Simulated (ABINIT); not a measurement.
BaTiO3 (Barioperovskite):

```xyz
5
Lattice="3.9855 0.0000 0.0000 0.0000 2.8369 2.8451 0.0000 -2.8369 2.8451" Properties=species:S:1:pos:R:3 pbc="T T T"
Ba    0.0000    0.0000    0.0000
Ti    1.9928    0.0000    2.9157
O     1.9928    1.3804    4.2594
O     1.9928   -1.3804    4.2594
O     0.0000    0.0000    2.7735
```

```yaml
Program: ABINIT 10.8.3 (patched build)
Task: relaxation of cell and atoms
Functional: LDA
Potentials_or_basis: JTH PAW LDA v2.0
Cutoff: 626 eV
k_mesh: 5 × 5 × 5
Occupations: fermi-dirac, width 0.05 eV
Spin: no spin polarisation
```

At the start: pressure -7.3 GPa; volume 12.87 Å³/atom.

Problem. How do energy, volume and symmetry change on relaxing?

Solution. Over 9 steps the energy falls by 16.1 meV/atom and the volume is 12.41 Å³/atom (-3.5 %); space group Amm2 (No. 38, to 0.05 Å).

The path:
| step | energy change (eV) | largest force (eV/Å) | pressure (GPa) | volume (Å³) |
| --- | --- | --- | --- | --- |
| 1 | 0.0000 | 0.3332 | -7.28 | 64.34 |
| 2 | -0.0513 | 0.2564 | -3.44 | 62.92 |
| 3 | -0.0742 | 0.1374 | 0.45 | 61.69 |
| 4 | -0.0782 | 0.0688 | 0.57 | 61.71 |
| 5 | -0.0803 | 0.0201 | 0.15 | 62.00 |
| 6 | -0.0803 | 0.0327 | -0.07 | 62.04 |
| 7 | -0.0804 | 0.0069 | -0.01 | 62.04 |
| 8 | -0.0804 | 0.0048 | 0.00 | 62.05 |
| 9 | -0.0804 | 0.0010 | 0.01 | 62.06 |

Final structure:
```yaml
crystal:
  lattice:
    - [3.93026, 0.00000, 0.00000]
    - [0.00000, 2.80626, 2.81325]
    - [0.00000, -2.80626, 2.81325]
  atoms:
    - { symbol: Ba, position: [0.00000, 0.00562, 0.00562] }
    - { symbol: Ti, position: [0.50000, 0.51759, 0.51759] }
    - { symbol: O, position: [0.50000, 0.98676, 0.49428] }
    - { symbol: O, position: [0.50000, 0.49428, 0.98676] }
    - { symbol: O, position: [0.00000, 0.49262, 0.49262] }
```

Caveat: this set's barium file shifts pressures by 1.5 GPa and gaps by 0.1 eV against other sets; the atomic spheres overlap.
